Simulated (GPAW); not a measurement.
Crystal: MgS.

```xyz
2
Lattice="0.0000 2.8331 2.8331 2.8331 0.0000 2.8331 2.8331 2.8331 0.0000" Properties=species:S:1:pos:R:3 pbc="T T T"
S     1.4166    1.4166    1.4166
Mg    0.0000    0.0000    0.0000
```

The cell comes from a database or a generator and needn't be the stable form of this composition.

Base run:

```yaml
Program: GPAW 26.7.0
Functional: PBEsol
Potentials_or_basis: PAW data sets generated in the run's folder for this functional
Cutoff: 800 eV
Basis: pw
k_mesh: 8 × 8 × 8
Occupations: fermi-dirac, width 0.05 eV
Spin: no spin polarisation
```

Its results: band gap on the k mesh 3.28 eV, direct.

Question: The run is repeated on the same cell with these changes: functional from PBEsol to TB-mBJ; potentials or basis from PAW data sets generated in the run's folder for this functional to GPAW PAW data sets for LDA (gpaw-data 1.2.1). What comes out?

Answer: Band gap on the k mesh 5.04 eV, direct.

Caveats: a model potential gives levels but no total energy (some runs).
